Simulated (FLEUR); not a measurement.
# Nb (Fm-3m) in FLEUR: a series of runs

The runs below take Nb through single point, with PBE.

Program: FLEUR MaX-R8.1 (later development tree). These are calculated values, not measurements. Logs are shortened: lines on timing, memory, paths and dates and some standing lists are left out, and cuts for length are marked.

### Step 1. The crystal as given

It takes space group Fm-3m (No. 225, cubic). Conventional cell: a = 4.230 Å, b = 4.230 Å, c = 4.230 Å, α = 90.00°, β = 90.00°, γ = 90.00°. Nb (site symmetry m-3m) has 12 Nb at 2.99 Å as nearest neighbours.

This isn't the form of Nb at room conditions, which is bcc.

### Step 2. Single point, PBE

inp.xml

```xml
<?xml version="1.0" encoding="UTF-8" standalone="no"?>
<fleurInput fleurInputVersion="0.39">
   <comment>
      Nb                                                                                                  
   </comment>
   <calculationSetup>
      <cutoffs Kmax="3.8" Gmax="11.8" GmaxXC="11.8" numbands="0"/>
      <scfLoop itmax="60" minDistance="0.00001" maxIterBroyd="15" imix="Anderson" alpha="0.05" precondParam="0.0" spinf="2.0" sdNocoIR="T"/>
      <coreElectrons ctail="T" frcor="F" kcrel="0" coretail_lmax="0"/>
      <xcFunctional name="pbe" relativisticCorrections="F"/>
      <magnetism jspins="1"/>
      <soc l_soc="F" theta="0.0" phi="0.0" spav="F"/>
      <expertModes spex="0" secvar="F"/>
      <geometryOptimization l_f="T" forcealpha="1.0" forcemix="BFGS" epsdisp="0.0005" epsforce="0.0002"/>
      <ldaU l_linMix="F" mixParam="0.05" spinf="1.0"/>
   </calculationSetup>
   <cell>
      <bzIntegration valenceElectrons="13.0" mode="hist" fermiSmearingEnergy="0.00183747">
         <kPointListSelection listName="default-1"/>
         <!-- k-points included here -->
         <xi:include xmlns:xi="http://www.w3.org/2001/XInclude" href="kpts.xml"> </xi:include>
      </bzIntegration>
      <!-- symmetry operations included here -->
      <xi:include xmlns:xi="http://www.w3.org/2001/XInclude" href="sym.xml"> </xi:include>
      <bulkLattice scale="1.0">
         <bravaisMatrix>
            <row-1>    0.0000000000000000     3.9967707535290002     3.9967707535290002</row-1>
            <row-2>    3.9967707535290002     0.0000000000000000     3.9967707535290002</row-2>
            <row-3>    3.9967707535290002     3.9967707535290002     0.0000000000000000</row-3>
         </bravaisMatrix>
      </bulkLattice>
   </cell>
   <atomSpecies>
      <species name="Niobium (Nb)" element="Nb" atomicNumber="41">
         <mtSphere radius="2.56" gridPoints="867" logIncrement="0.015"/>
         <atomicCutoffs lmax="10" lnonsphr="8"/>
         <electronConfig flipSpins="F">
            <coreConfig>(1s1/2) (2s1/2) (2p1/2) (2p3/2) (3s1/2) (3p1/2) (3p3/2) (3d3/2) (3d5/2)</coreConfig>
            <valenceConfig>(4s1/2) (4p1/2) (4p3/2) (5s1/2) (4d3/2) (4d5/2)</valenceConfig>
            <stateOccupation state="(5s1/2)" spinUp="0.500000" spinDown="0.500000"/>
            <stateOccupation state="(4d3/2)" spinUp="0.800000" spinDown="0.800000"/>
            <stateOccupation state="(4d5/2)" spinUp="1.200000" spinDown="1.200000"/>
         </electronConfig>
         <energyParameters s="5" p="5" d="4" f="4"/>
         <lo type="SCLO" l="0" n="4" eDeriv="0"/>
         <lo type="SCLO" l="1" n="4" eDeriv="0"/>
         <lo type="SCLO" l="1" n="4" eDeriv="1"/>
         <lo type="SCLO" l="2" n="4" eDeriv="2"/>
         <lo type="SCLO" l="3" n="4" eDeriv="2"/>
      </species>
   </atomSpecies>
   <atomGroups>
      <atomGroup species="Niobium (Nb)">
         <relPos label="                   1">.0000000000 .0000000000 .0000000000</relPos>
         <force calculate="T" relaxXYZ="TTT"/>
      </atomGroup>
   </atomGroups>
   <output dos="F" band="F" slice="F">
      <checks vchk="F" cdinf="F"/>
      <bandDOS minEnergy="-.5*Htr" maxEnergy="0.5*Htr" sigma="0.015" storeEVData="T"/>
      <vacuumDOS vacdos="F" integ="F" star="F" nstars="0" locx1="0.0" locy1="0.0" locx2="0.0" locy2="0.0" nstm="0" tworkf="0.0"/>
      <unfoldingBand unfoldBand="F" supercellX="1" supercellY="1" supercellZ="1"/>
      <plotting iplot="0" polar="F">
         <plot TwoD="T" vec1="  1.0  0.0  0.0" vec2="  0.0  1.0  0.0" vec3="  0.0  0.0  1.0" zero="  0.0  0.0  0.0" file="plot"/>
      </plotting>
      <chargeDensitySlicing numkpt="0" minEigenval="0.0" maxEigenval="0.0" nnne="0" pallst="F"/>
      <specialOutput eonly="F"/>
      <moessbauerParams electricFieldGradient="T" isomerShift="T" coreHyperfine="T" valenceHyperfine="T"/>
      <magneticCircularDichroism mcd="F" energyLo="-10.0" energyUp="0.0"/>
   </output>
  <!-- We include the file relax.xml here to enable relaxations (see documentation) -->
  <xi:include xmlns:xi="http://www.w3.org/2001/XInclude" href="relax.xml"> <xi:fallback/> </xi:include>
</fleurInput>
```

crystal.txt

```
Nb
&input cartesian=F /
0.0000000000  2.1150000000  2.1150000000
2.1150000000  0.0000000000  2.1150000000
2.1150000000  2.1150000000  0.0000000000
1.8897261246
1.0 1.0 1.0

1
41 0.0000000000  0.0000000000  0.0000000000

&kpt div1=11 div2=11 div3=11 gamma=T /
```

Potentials or basis: all-electron, FLAPW.

Run with:

```bash
$ inpgen -f crystal.txt -profile fastHighL
$ # inp.xml edited to the form shown
$ fleur_MPI
```

The log of the run:

```text
Welcome to FLEUR        (www.flapw.de)
      MaX-Release 8.1          (www.max-centre.eu)

 ========== k-point set info ==========
 Selected k-point list: default-1
 k-point list type: mesh
 11 x 11 x 11
 Number of k points: 56

 ------------Calculation Setup---------------------------
 Number of MPI-tasks      :            1
 Number of PE/node        :            1
 Number of OMP-threads    :            1
 Most efficient MPI parallelization for:
           1           2           4           7           8          14          28          56
 Additional eigenvalue parallelization possible
 Number of basis functions:          160
 Approximate size of matrices (H+S) per k-point:         0.000 GB
 --------------------------------------------------------
 Iteration:     1   Distance:      12.46843244 me/bohr^3
 Iteration:     2   Distance:      11.43460282 me/bohr^3
 Iteration:     3   Distance:       4.29092257 me/bohr^3
 Iteration:     4   Distance:       3.03677135 me/bohr^3
 Iteration:     5   Distance:       2.03298263 me/bohr^3
 Iteration:     6   Distance:       0.39914530 me/bohr^3
 Iteration:     7   Distance:       0.12023229 me/bohr^3
 Iteration:     8   Distance:       0.00514445 me/bohr^3
 Iteration:     9   Distance:       0.00483878 me/bohr^3
 Iteration:    10   Distance:       0.00110733 me/bohr^3
 Iteration:    11   Distance:       0.00052246 me/bohr^3
 Iteration:    12   Distance:       0.00003648 me/bohr^3
 Iteration:    13   Distance:       0.00000206 me/bohr^3

 ********************************************************************
 Run finished successfully
 Stop message:
   Structural relaxation: Done
 ********************************************************************
```

out.xml (last iteration):

```text
<iteration numberForCurrentRun="   14" overallNumber="   14">
         <energyParameters units="Htr">
            <atomicEP atomType="1" spin="1" branch="5s" branchLowest="-1.52" branchHighest="2.23" value="0.3231586108"/>
            <atomicEP atomType="1" spin="1" branch="5p" branchLowest="-0.60" branchHighest="2.87" value="0.4367634518"/>
            <atomicEP atomType="1" spin="1" branch="4d" branchLowest="-6.62" branchHighest="0.83" value="0.4320997696"/>
            <atomicEP atomType="1" spin="1" branch="4f" branchLowest="-9.99" branchHighest="2.28" value="0.6976445114"/>
            <loAtomicEP atomType="1" spin="1" branch="4s" branchLowest="-15.53" branchHighest="-1.52" value="-1.5523285514"/>
            <loAtomicEP atomType="1" spin="1" branch="4p" branchLowest="-12.15" branchHighest="-0.60" value="-0.6755524632"/>
            <loAtomicEP atomType="1" spin="1" branch="4p" branchLowest="-12.15" branchHighest="-0.60" value="-0.6755524632"/>
            <loAtomicEP atomType="1" spin="1" branch="4d" branchLowest="-6.62" branchHighest="0.83" value="0.4308322394"/>
            <loAtomicEP atomType="1" spin="1" branch="4f" branchLowest="-9.99" branchHighest="2.28" value="0.6976462255"/>
         </energyParameters>
         <eigenvalues>
            <eigenvaluesAt spin="1" ikpt="1" k_x="0.00000000" k_y="0.00000000" k_z="0.00000000">
                      -1.5591706754       -0.6557185350       -0.6557185350       -0.6557185350        0.2264646262
                       0.4573889282        0.4573889282        0.4573889282        0.5517228761        0.5517228761
                       0.8849381543
            </eigenvaluesAt>
            <eigenvaluesAt spin="1" ikpt="2" k_x="0.00000000" k_y="0.00000000" k_z="0.09090909">
                      -1.5586338456       -0.6593168536       -0.6561673890       -0.6561673890        0.2375129916
                       0.4490586497        0.4623272629        0.4623272629        0.5474967683        0.5474967683
                       0.9066788206
            </eigenvaluesAt>
            <eigenvaluesAt spin="1" ikpt="3" k_x="0.00000000" k_y="0.00000000" k_z="0.18181818">
                      -1.5571835601       -0.6687626098       -0.6573612493       -0.6573612493        0.2666661449
                       0.4330130382        0.4710903490        0.4710903490        0.5439987715        0.5439987715
                       0.9360441103
            </eigenvaluesAt>
            <eigenvaluesAt spin="1" ikpt="4" k_x="0.00000000" k_y="0.00000000" k_z="0.27272727">
                      -1.5552643228       -0.6807288582       -0.6589092336       -0.6589092336        0.2991067566
                       0.4301455892        0.4690068542        0.4690068542        0.5604440770        0.5604440770
                       0.8908316033
            </eigenvaluesAt>
         </eigenvalues>
         <bandgap value="0.0355230985" units="eV"/>
         <sumValenceSingleParticleEnergies value="-5.2447691472" units="Htr"/>
         <FermiEnergy value="0.4542065347" units="Htr"/>
         <valenceDensity>
            <mtCharges spin="1">
               <mtCharge atomType="1" total="11.1278281" s="2.3015543" p="6.1498682" d="2.6383437" f="0.0326190"/>
            </mtCharges>
            <spinDependentCharge spin="1" total="13.0000000" interstitial="1.8721719" mtSpheres="11.1278281"/>
            <totalCharge value="13.0000000000"/>
         </valenceDensity>
         <coreStates atomType="     1" atomicNumber=" 41" spin="1" kinEnergy="   3872.4617233491" eigValSum="  -2257.3256564889" lostElectrons=" 0.000001">
            <state n="1" l="0" j="0.5" energy="-690.2935378623" weight="1.0000000000"/>
            <state n="2" l="0" j="0.5" energy="-96.0350688218" weight="1.0000000000"/>
            <state n="2" l="1" j="0.5" energy="-88.0814859026" weight="1.0000000000"/>
            <state n="2" l="1" j="1.5" energy="-84.5617552070" weight="2.0000000000"/>
            <state n="3" l="0" j="0.5" energy="-15.5349179567" weight="1.0000000000"/>
            <state n="3" l="1" j="0.5" energy="-12.5408856239" weight="1.0000000000"/>
            <state n="3" l="1" j="1.5" energy="-11.9707303481" weight="2.0000000000"/>
            <state n="3" l="2" j="1.5" energy="-6.6860830402" weight="2.0000000000"/>
            <state n="3" l="2" j="2.5" energy="-6.5799316289" weight="3.0000000000"/>
         </coreStates>
         <allElectronCharges>
            <spinDependentCharge spin="1" total="41.0000000" interstitial="1.8721731" mtSpheres="39.1278269"/>
            <totalCharge value="40.9999999975"/>
         </allElectronCharges>
         <moessbauerParams unitsHFF="kG" unitsIS="e/bohr^3" unitsEFG="Htr/bohr^2">
            <coreIsomerShift atomType="1" isTotal="83122.02812">
               <shell n="1" l="0" isomerShift="73545.34302"/>
               <shell n="2" l="0" isomerShift="8018.92986"/>
               <shell n="2" l="1" isomerShift="123.08129"/>
               <shell n="3" l="0" isomerShift="1411.91018"/>
               <shell n="3" l="1" isomerShift="22.76376"/>
               <shell n="3" l="2" isomerShift="0.00000"/>
            </coreIsomerShift>
            <isomerShift atomType="1" nucleusRadius="0.0001070" averageDensity="83366.65743"/>
            <electricFieldGradient atomType="1" VXX="0.00000" VYY="0.00000" VZZ="0.00000" asymParam="0.00000">
            </electricFieldGradient>
         </moessbauerParams>
         <totalEnergy                                    value="    -3820.4623649182" units="Htr">
            <sumOfEigenvalues                            value="    -2262.5704256361">
               <coreElectrons value="-2257.3256564889"/>
               <valenceElectrons value="-5.2447691472"/>
            </sumOfEigenvalues>
            <densityCoulombPotentialIntegral value="-6061.8360620066"/>
            <densityEffectivePotentialIntegral value="-6217.0198704804"/>
            <chargeDenXCDenIntegral value="-119.0730684054"/>
            <FockExchangeEnergyValence value="0.0000000000"/>
            <FockExchangeEnergyCore value="0.0000000000"/>
            <atomTypeDependentContributions atomType="1">
               <electronNucleiInteractionDifferentMTs value="4601.9059745742"/>
               <MadelungTerm value="-23.0147357796"/>
            </atomTypeDependentContributions>
            <tkbTimesEntropy value="0.0004319242"/>
            <freeEnergy value="-3820.4627968424"/>
            <extrapolationTo0K value="-3820.4625808803"/>
         </totalEnergy>
         <totalForcesOnRepresentativeAtoms units="Htr/bohr">
            <forceTotal atomType="1" x="0.000000" y="0.000000" z="0.000000" F_x="0.00000000" F_y="0.00000000" F_z="0.00000000"/>
         </totalForcesOnRepresentativeAtoms>
      </iteration>
```

Wall time 18 s (1 thread of Arm Neoverse V1, shared host); peak memory 0.06 GiB.

Results:

```
Free energy                                           : -103960.0888 eV
Band gap on the k mesh                                : none (metal or under the smearing width)
Valence electrons inside the program's atomic spheres : Nb 11.13 (radii Nb 2.56 bohr)
```

Core levels (eV from the Fermi level):
| atom | levels |
| --- | --- |
| 1 Nb | 1s1/2 -18796.2, 2s1/2 -2625.6, 2p1/2 -2409.2, 2p3/2 -2313.4, 3s1/2 -435.1, 3p1/2 -353.6, 3p3/2 -338.1, 3d3/2 -194.3, 3d5/2 -191.4 |

### Step 3. Single point, PBE (cell strained at random at fixed volume)

inp.xml: that of step 2 with these lines changed.

```diff
@@ -26,5 +26,5 @@
          <bravaisMatrix>
-            <row-1>    0.0000000000000000     3.9967707535290002     3.9967707535290002</row-1>
-            <row-2>    3.9967707535290002     0.0000000000000000     3.9967707535290002</row-2>
-            <row-3>    3.9967707535290002     3.9967707535290002     0.0000000000000000</row-3>
+            <row-1>   -0.0775430217968364     4.1448893769012720     3.9851470481365854</row-1>
+            <row-2>    3.8671355413814403     0.0941348171708244     3.8134673194427995</row-2>
+            <row-3>    4.0180358416091240     4.1241099484351711    -0.0567654830568594</row-3>
          </bravaisMatrix>
@@ -34,3 +34,3 @@
       <species name="Niobium (Nb)" element="Nb" atomicNumber="41">
-         <mtSphere radius="2.56" gridPoints="867" logIncrement="0.015"/>
+         <mtSphere radius="2.56" gridPoints="833" logIncrement="0.015"/>
          <atomicCutoffs lmax="10" lnonsphr="8"/>
```

crystal.txt

```
Nb
&input cartesian=F /
-0.0410340000  2.1933810000  2.1088490000
2.0464000000  0.0498140000  2.0180000000
2.1262530000  2.1823850000  -0.0300390000
1.8897261246
1.0 1.0 1.0

1
41 0.0300770000  -0.0039730000  -0.0002200000

&kpt div1=11 div2=11 div3=11 gamma=T /
```

Potentials or basis: all-electron, FLAPW.

Run with:

```bash
$ inpgen -f crystal.txt -profile fastHighL
$ # inp.xml edited to the form shown
$ fleur_MPI
```

Run time: 6.2 min. Hardware: 1 thread of Arm Neoverse V1, shared host; peak memory 0.1 GiB.

Results (log left out):

```yaml
Free_energy: -103960.1089 eV
Band_gap_on_the_k_mesh: none (metal or under the smearing width)
Valence_electrons_inside_the_program's_atomic_spheres: Nb 11.14 (radii Nb 2.56 bohr)
```

Levels at points of the mesh, in eV from the Fermi level:
```tsv
k point	band 3	band 4	band 5	band 6	band 7	band 8	band 9	band 10
(0.00, 0.00, 0.00)	-30.16	-30.03	-6.15	-0.26	-0.18	0.83	2.47	3.02
```

Core levels (eV from the Fermi level):
```csv
atom,levels
1 Nb,"1s1/2 -18796.1, 2s1/2 -2625.5, 2p1/2 -2409.1, 2p3/2 -2313.3, 3s1/2 -435.0, 3p1/2 -353.5, 3p3/2 -338.0, 3d3/2 -194.2, 3d5/2 -191.3"
```
